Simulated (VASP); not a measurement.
# Ru (P6_3/mmc) in VASP: settings compared, part 2 of 2

VASP 6.6.1.

### 4 Relaxation of cell and atoms, AM05

Input file INCAR:

```
SYSTEM = Ru
ALGO = Normal
EDIFF = 1E-6
EDIFFG = -0.01
ENCUT = 600
GGA = AM
IBRION = 2
ISIF = 3
ISMEAR = 1
LASPH = .TRUE.
LCHARG = .FALSE.
LREAL = .FALSE.
LWAVE = .FALSE.
NELM = 80
NSW = 90
PREC = Accurate
SIGMA = 0.1
```

Input file KPOINTS:

```
k-points
0
G
  15 15 9
  0 0 0
```

Input file POSCAR:

```
Ru
1.0
    2.7058000000      0.0000000000      0.0000000000
   -1.3529000000      2.3432915376      0.0000000000
    0.0000000000      0.0000000000      4.2819000000
Ru
2
Direct
    0.3333333333      0.6666666667      0.2500000000
    0.6666666667      0.3333333333      0.7500000000
```

Potentials or basis: VASP PAW PBE potentials, release 64 (Ru_pv).

On the command line:

```
$ cat potpaw_PBE.64/Ru_pv/POTCAR > POTCAR
$ mpirun -np 1 vasp_std > vasp.out
```

OUTCAR:

```text
SYSTEM = Ru
   EDIFF = 1E-6
   EDIFFG = -0.01
   ENCUT = 600
   GGA = AM
   IBRION = 2
   ISIF = 3
   ISMEAR = 1
   LASPH = .TRUE.
   LREAL = .FALSE.
   NELM = 80
   NSW = 90
   PREC = Accurate

 ion  position               nearest neighbor table
   1  0.333  0.667  0.250-   2 2.65   2 2.65   2 2.65   2 2.65   2 2.65   2 2.65
   2  0.667  0.333  0.750-   1 2.65   1 2.65   1 2.65   1 2.65   1 2.65   1 2.65

  LATTYP: Found a hexagonal cell.
 ALAT       =     2.7058000000
 C/A-ratio  =     1.5824894671

  Lattice vectors:

 A1 = (   2.7058000000,   0.0000000000,   0.0000000000)
 A2 = (  -1.3529000000,   2.3432915376,   0.0000000000)
 A3 = (   0.0000000000,   0.0000000000,   4.2819000000)

Analysis of symmetry for initial positions (statically):
=====================================================================
 Subroutine PRICEL returns:
 Original cell was already a primitive cell.

 Routine SETGRP: Setting up the symmetry group for a
 hexagonal supercell.

 Subroutine GETGRP returns: Found 24 space group operations
 (whereof 12 operations were pure point group operations)
 out of a pool of 24 trial point group operations.

The static configuration has the point symmetry D_3d.
 The point group associated with its full space group is D_6h.

Analysis of symmetry for dynamics (positions and initial velocities):
=====================================================================
 Subroutine PRICEL returns:
 Original cell was already a primitive cell.

 Routine SETGRP: Setting up the symmetry group for a
 hexagonal supercell.

 Subroutine GETGRP returns: Found 24 space group operations
 (whereof 12 operations were pure point group operations)
 out of a pool of 24 trial point group operations.

The dynamic configuration has the point symmetry D_3d.
 The point group associated with its full space group is D_6h.

 Subroutine INISYM returns: Found 24 space group operations
 (whereof 12 operations are pure point group operations),
 and found     1 'primitive' translations

----------------------------------------------------------------------------------------

                                     Primitive cell

  volume of cell :      27.1493

  direct lattice vectors                    reciprocal lattice vectors
     2.705800000  0.000000000  0.000000000     0.369576465  0.213375072  0.000000000
    -1.352900000  2.343291538  0.000000000     0.000000000  0.426750144  0.000000000
     0.000000000  0.000000000  4.281900000     0.000000000  0.000000000  0.233541185

  length of vectors
     2.705800000  2.705800000  4.281900000     0.426750144  0.426750144  0.233541185

  position of ions in fractional coordinates (direct lattice)
     0.333333333  0.666666667  0.250000000
     0.666666667  0.333333333  0.750000000

  ion indices of the primitive-cell ions
   primitive index   ion index
                 1           1
                 2           2

----------------------------------------------------------------------------------------

 KPOINTS: k-points

Automatic generation of k-mesh.
 Grid dimensions read from file:
[... 25 lines left out ...]
  0.200000  0.000000  0.000000      6.000000
  0.266667  0.000000  0.000000      6.000000
  0.333333  0.000000  0.000000      6.000000
[... 16 lines left out ...]
  0.333333  0.200000  0.000000     12.000000
  0.400000  0.200000  0.000000      6.000000
 [... further k-points ...]
   k-points           NKPTS =    135   k-points in BZ     NKDIM =    135   number of bands    NBANDS=     18
   number of dos      NEDOS =    301   number of ions     NIONS =      2
   total plane-waves  NPLWV =  20736
   dimension x,y,z NGX =    24 NGY =   24 NGZ =   36
   dimension x,y,z NGXF=    48 NGYF=   48 NGZF=   72
   ions per type =               2
   NGX,Y,Z   is equivalent  to a cutoff of  14.75, 14.75, 13.98 a.u.
   NGXF,Y,Z  is equivalent  to a cutoff of  29.49, 29.49, 27.95 a.u.
 SYSTEM =  Ru
   PREC   = accura    normal or accurate (medium, high low for compatibility)
   ISTART =      0    job   : 0-new  1-cont  2-samecut
   ICHARG =      2    charge: 1-file 2-atom 10-const
   ISPIN  =      1    spin polarized calculation?
   LNONCOLLINEAR =      F non collinear calculations
   LSORBIT =      F    spin-orbit coupling
   LASPH  =      T    aspherical Exc in radial PAW
   ENCUT  =  600.0 eV  44.10 Ry    6.64 a.u.   5.40  5.40  8.55*2*pi/ulx,y,z
   NELM   =     80;   NELMIN=  2; NELMDL= -5     # of ELM steps
   EDIFF  = 0.1E-05   stopping-criterion for ELM
   LREAL  =      F    real-space projection
   EDIFFG = -.1E-01   stopping-criterion for IOM
   NSW    =     90    number of steps for IOM
   IBRION =      2    ionic relax: 0-MD 1-quasi-New 2-CG
   NFREE  =      1    steps in history (QN), initial steepest desc. (CG)
   ISIF   =      3    stress and relaxation
   ISYM   =      2    0-nonsym 1-usesym 2-fastsym
   POTIM  = 0.5000    time-step for ionic-motion
   TEBEG  =    0.0;   TEEND  =   0.0 temperature during run
   PSTRESS=    0.0 pullay stress
   NELECT =      28.0000    total number of electrons
   NUPDOWN=      -1.0000    fix difference up-down
   EMIN   =  10.00;   EMAX   =-10.00  energy-range for DOS
   EFERMI =   0.00;   METHOD = LEGACY
   ISMEAR =     1;   SIGMA  =   0.10  broadening in eV -4-tet -1-fermi 0-gaus
   EFERMI_NEDOS =   21; number of points for ismear=-14 and -15
   IALGO  =     38    algorithm
   IMIX   =      4    mixing-type and parameters
     AMIX     =   0.40;   BMIX     =  1.00
     AMIX_MAG =   1.60;   BMIX_MAG =  1.00
  volume/ion in A,a.u.               =      13.57        91.61
  Fermi-wavevector in a.u.,A,eV,Ry     =   1.654022  3.125649 37.222674  2.735789
  Thomas-Fermi vector in A             =   2.742361
   LORBIT       =      0    0 simple, 1 ext, 2 COOP (PROOUT), +10 PAW based schemes
   GGA     = AM    functional components
   LHFCALC =     F    Hartree Fock is set to
   AEXX    =    0.0000 exact exchange contribution
   IVDW    =     0    specifies the selected vdW correction
   LEPSILON=     F    determine dielectric tensor
   LRPA    =     F    only Hartree local field effects (RPA)
 conjugate gradient relaxation of ions
 non-spin polarized calculation
 Methfessel and Paxton  Order N= 1 SIGMA  =   0.10
  energy-cutoff  :      600.00
  volume of cell :       27.15
 maximum number of plane-waves:       935
 NGX is ok and might be reduce to    24
   NGX = 11   NGY = 11   NGZ = 17

--------------------------------------- Ionic step        1  -------------------------------------------

 number of electron      28.0000002 magnetization

 Free energy of the ion-electron system (eV)
  ---------------------------------------------------
  ext. energy  EPLUGINS =         0.00000000
  ---------------------------------------------------
  free energy    TOTEN  =       -19.79861090 eV

  energy without entropy =      -19.79748786  energy(sigma->0) =      -19.79823655

------------------------ aborting loop because EDIFF is reached ----------------------------------------

  FORCE on cell =-STRESS in cart. coord.  units (eV):
  Direction    XX          YY          ZZ          XY          YZ          ZX
  --------------------------------------------------------------------------------------
  -------------------------------------------------------------------------------------
  Total       -1.4467764     -1.4467764     -1.4745007     -0.0000000     -0.0000000     -0.0000000
  in kB      -85.3794716    -85.3794716    -87.0155795     -0.0000000     -0.0000000     -0.0000000
  external PRESSURE =     -85.9248409 kB  Pullay stress =       0.0000000 kB
[... 203 lines left out ...]
--------------------------------------- Ionic step        7  -------------------------------------------

 number of electron      27.9999995 magnetization

 Free energy of the ion-electron system (eV)
  ---------------------------------------------------
  ext. energy  EPLUGINS =         0.00000000
  ---------------------------------------------------
  free energy    TOTEN  =       -19.81763413 eV

  energy without entropy =      -19.81650447  energy(sigma->0) =      -19.81725758

 E-fermi :  13.1352     XC(G=0): -14.4489

 val. band max:       13.1297353530   @ k =   0.2667   0.2000   0.2222
 cond. band min:      13.1395610852   @ k =   0.2667   0.0000   0.3333
 fundamental gap:      0.0098257322
 Fermi energy:        13.1351751028

 k-point     1 :       0.0000    0.0000    0.0000
  band No.  band energies     occupation
      1     -30.5249      2.00000
      2     -29.5098      2.00000
      3     -29.5098      2.00000
      4     -29.3255      2.00000
      5     -29.3255      2.00000
      6     -29.2757      2.00000
[... 481 lines left out ...]
      5     -29.6615      2.00000
      6     -29.6414      2.00000
[... 10 lines left out ...]
     17      18.6358      0.00000
     18      20.1411      0.00000

 [... further k-points ...]
[... 5 lines left out ...]
  --------------------------------------------------------------------------------------
  -------------------------------------------------------------------------------------
  Total       -0.0188439     -0.0188439      0.0034314      0.0000000      0.0000000      0.0000000
  in kB       -1.1408004     -1.1408004      0.2077369      0.0000000      0.0000000      0.0000000
  external PRESSURE =      -0.6912880 kB  Pullay stress =       0.0000000 kB
[... 17 lines left out ...]
  FREE ENERGIE OF THE ION-ELECTRON SYSTEM (eV)
  ---------------------------------------------------
  free  energy   TOTEN  =       -19.8176341318 eV

  energy  without entropy=      -19.8165044749  energy(sigma->0) =      -19.81725758

 reached required accuracy - stopping structural energy minimisation
```

OSZICAR:

```text
N       E                     dE             d eps       ncg     rms          rms(c)
DAV:   1     0.306038215675E+03    0.30604E+03   -0.19491E+04  4868   0.192E+03
DAV:   2    -0.140372099351E+02   -0.32008E+03   -0.31419E+03  5152   0.522E+02
DAV:   3    -0.212994794119E+02   -0.72623E+01   -0.70031E+01  5162   0.832E+01
DAV:   4    -0.213909229989E+02   -0.91444E-01   -0.90835E-01  5718   0.758E+00
[... 51 lines left out ...]
DAV:   1    -0.198181075674E+02   -0.52030E-03   -0.13309E-02  4906   0.122E+00    0.173E-01
DAV:   2    -0.198176689675E+02    0.43860E-03   -0.10348E-03  4924   0.346E-01    0.423E-02
DAV:   3    -0.198176319307E+02    0.37037E-04   -0.11797E-04  5132   0.965E-02    0.180E-02
DAV:   4    -0.198176334504E+02   -0.15197E-05   -0.10708E-05  6440   0.261E-02    0.529E-03
DAV:   5    -0.198176341318E+02   -0.68143E-06   -0.10352E-06  2628   0.101E-02
   7 F= -.19817634E+02 E0= -.19817258E+02  d E =-.265804E-04
```

It took 2 min on 1 thread of Intel Xeon 6975P-C (Granite Rapids), shared host; peak memory 0.21 GiB.

What came out:

- Free energy: -19.8176 eV
- Relaxed volume: 13.23 Å³/atom
- Relaxed cell: a = 2.682 Å, b = 2.682 Å, c = 4.247 Å, α = 90.00°, β = 90.00°, γ = 120.00°
- Space group after relaxing (to 0.05 Å): P6_3/mmc (No. 194)
- Energy gained by relaxing: 9.5 meV/atom
- Ionic steps: 7
- Pressure after relaxing: -0.1 GPa
- Band gap on the k mesh: none (metal or under the smearing width)

Stress tensor (GPa, compression positive):
```
-0.11  0.00  0.00
 0.00 -0.11  0.00
 0.00  0.00  0.02
```

The path:
```
step  energy change (eV)  largest force (eV/Å)  pressure (GPa)  volume (Å³)
   1              0.0000                0.0000           -8.59        27.15
   2              0.1905                0.0000           35.15        24.39
   3             -0.0190                0.0000           -0.29        26.48
   4             -0.0190                0.0000           -0.03        26.46
   5             -0.0190                0.0000            0.15        26.45
   6             -0.0190                0.0000           -0.48        26.49
   7             -0.0190                0.0000           -0.07        26.46
```

Final structure:
```yaml
crystal:
  lattice:
    - [2.68236, 0.00000, 0.00000]
    - [-1.34118, 2.32299, 0.00000]
    - [0.00000, 0.00000, 4.24725]
  atoms:
    - { symbol: Ru, position: [0.33333, 0.66667, 0.25000] }
    - { symbol: Ru, position: [0.66667, 0.33333, 0.75000] }
```

Levels at points of the mesh, in eV from the Fermi level:
```tsv
k point	band 10	band 11	band 12	band 13	band 14	band 15	band 16	band 17	band 18
(0.00, 0.00, 0.00)	-2.68	-2.50	-1.97	-1.97	-1.41	-1.41	1.25	1.26	1.26
```

Caveat: the PAW data sets were made with another functional, which shifts forces and pressure a little.

### 5 Relaxation of cell and atoms, AM05

This run uses another cell than the first one, of 13.23 Å³/atom, 0.975 times its volume.

INCAR: that of step 4 with these lines changed.

```diff
@@ -2,4 +2,4 @@
 ALGO = Normal
-EDIFF = 1E-6
-EDIFFG = -0.01
+EDIFF = 1E-7
+EDIFFG = -0.005
 ENCUT = 600
```

KPOINTS is that of step 4.

Input file POSCAR:

```
Ru                                      
1.0
    2.6823567283     -0.0000000000     -0.0000000000
   -1.3411783642      2.3229890688      0.0000000000
    0.0000000000     -0.0000000000      4.2472477137
  Ru            
     2
Direct
     0.3333333332999970    0.6666666667000030    0.2500000000000000
     0.6666666667000030    0.3333333332999970    0.7500000000000000
```

On the command line:

```
$ cat potpaw_PBE.64/Ru_pv/POTCAR > POTCAR
$ mpirun -np 1 vasp_std > vasp.out
```

Run time: 56 s. Hardware: 1 thread of Intel Xeon 6975P-C (Granite Rapids), shared host; peak memory 0.2 GiB.

Results (log left out):

| Item | Value |
| --- | --- |
| Free energy | -19.8168 eV |
| Relaxed volume | 13.23 Å³/atom |
| Relaxed cell | a = 2.682 Å, b = 2.682 Å, c = 4.247 Å, α = 90.00°, β = 90.00°, γ = 120.00° |
| Space group after relaxing (to 0.05 Å) | P6_3/mmc (No. 194) |
| Energy gained by relaxing | 0.0 meV/atom |
| Ionic steps | 3 |
| Pressure after relaxing | 0.0 GPa |
| Band gap on the k mesh | none (metal or under the smearing width) |

Stress tensor (GPa, compression positive):
```
-0.04  0.00  0.00
 0.00 -0.04  0.00
 0.00  0.00  0.04
```

Final structure:
```
Ru
1.0
     2.68189    0.00000    0.00000
    -1.34094    2.32258    0.00000
     0.00000    0.00000    4.24702
Ru
2
Cartesian
  0.0000 1.5484 1.0618
  1.3409 0.7742 3.1853
```

Levels at points of the mesh, in eV from the Fermi level:
```csv
k point,band 10,band 11,band 12,band 13,band 14,band 15,band 16,band 17,band 18
"(0.00, 0.00, 0.00)",-2.69,-2.50,-1.97,-1.97,-1.41,-1.41,1.25,1.26,1.26
```

Caveat: the PAW data sets were made with another functional, which shifts forces and pressure a little.

### 6 Relaxation of cell and atoms, LDA

Input file INCAR:

```
ALGO = Normal
EDIFF = 1E-6
EDIFFG = -0.01
ENCUT = 600
GGA = CA
IBRION = 2
ISIF = 3
ISMEAR = 1
LASPH = True
LCHARG = False
LREAL = False
LWAVE = False
NELM = 80
NSW = 90
PREC = Accurate
SIGMA = 0.1
```

Input file KPOINTS:

```
k-points
0
Gamma
  15 15 9
```

Input file POSCAR:

```
Ru
1.0
    2.7058000000      0.0000000000      0.0000000000
   -1.3529000000      2.3432915376      0.0000000000
    0.0000000000      0.0000000000      4.2819000000
Ru
2
Direct
    0.3333333333      0.6666666667      0.2500000000
    0.6666666667      0.3333333333      0.7500000000
```

Potentials or basis: VASP PAW LDA potentials, release 64 (Ru_pv).

On the command line:

```
$ cat potpaw_LDA.64/Ru_pv/POTCAR > POTCAR
$ mpirun -np 1 vasp_std > vasp.out
```

Run time: 3.1 min. Hardware: 1 thread of Intel Xeon Platinum 8488C (Sapphire Rapids), shared host; peak memory 0.2 GiB.

It converged, with:

```yaml
Free_energy: -21.3959 eV
Relaxed_volume: 13.12 Å³/atom
Relaxed_cell: a = 2.675 Å, b = 2.675 Å, c = 4.234 Å, α = 90.00°, β = 90.00°, γ = 120.00°
Space_group_after_relaxing_to_0.05_Å: P6_3/mmc (No. 194)
Energy_gained_by_relaxing: 17.1 meV/atom
Ionic_steps: 7
Pressure_after_relaxing: -0.1 GPa
Band_gap_on_the_k_mesh: none (metal or under the smearing width)
```

Stress tensor (GPa, compression positive):
```
-0.12  0.00  0.00
 0.00 -0.12  0.00
 0.00  0.00  0.04
```

Step by step:
```tsv
step	energy change (eV)	largest force (eV/Å)	pressure (GPa)	volume (Å³)
1	0.0000	0.0000	-11.65	27.15
2	0.3880	0.0000	54.06	23.45
3	-0.0341	0.0000	-0.58	26.28
4	-0.0342	0.0000	-0.09	26.24
5	-0.0342	0.0000	0.16	26.23
6	-0.0342	0.0000	-0.44	26.27
7	-0.0342	0.0000	-0.07	26.24
```

Final structure:
```cif
data_structure
_symmetry_space_group_name_H-M 'P 1'
_symmetry_Int_Tables_number 1
_cell_length_a 2.6752
_cell_length_b 2.6752
_cell_length_c 4.2342
_cell_angle_alpha 90.000
_cell_angle_beta 90.000
_cell_angle_gamma 120.000
_cell_volume 26.24
loop_
_atom_site_label
_atom_site_type_symbol
_atom_site_fract_x
_atom_site_fract_y
_atom_site_fract_z
_atom_site_occupancy
Ru1 Ru 0.33333 0.66667 0.25000 1
Ru2 Ru 0.66667 0.33333 0.75000 1
```

Levels at points of the mesh, in eV from the Fermi level:
```
           k point  band 10  band 11  band 12  band 13  band 14  band 15  band 16  band 17  band 18
(0.00, 0.00, 0.00)    -2.73    -2.54    -2.01    -2.01    -1.44    -1.44     1.28     1.28     1.36
```

### 7 Overview

| level | potentials or basis | gap on the mesh (eV) | pressure (GPa) | relaxed volume (Å³/atom) |
| --- | --- | --- | --- | --- |
| PBE | VASP PAW PBE potentials, release 64 (Ru_pv) | none | 0.0 | 13.76 |
| AM05 | VASP PAW PBE potentials, release 64 (Ru_pv) | none | 0.0 | 13.23 |
| LDA | VASP PAW LDA potentials, release 64 (Ru_pv) | none | -0.1 | 13.12 |

Alike in all rows: task relaxation of cell and atoms; no spin polarisation; cell relaxed; k mesh 15 × 15 × 9; cutoff (eV) 600; smearing methfessel-paxton 0.1 eV.

Caveats: the PAW data sets were made with another functional, which shifts forces and pressure a little (some runs).

Absolute energies hang on the potentials; compare differences alone.
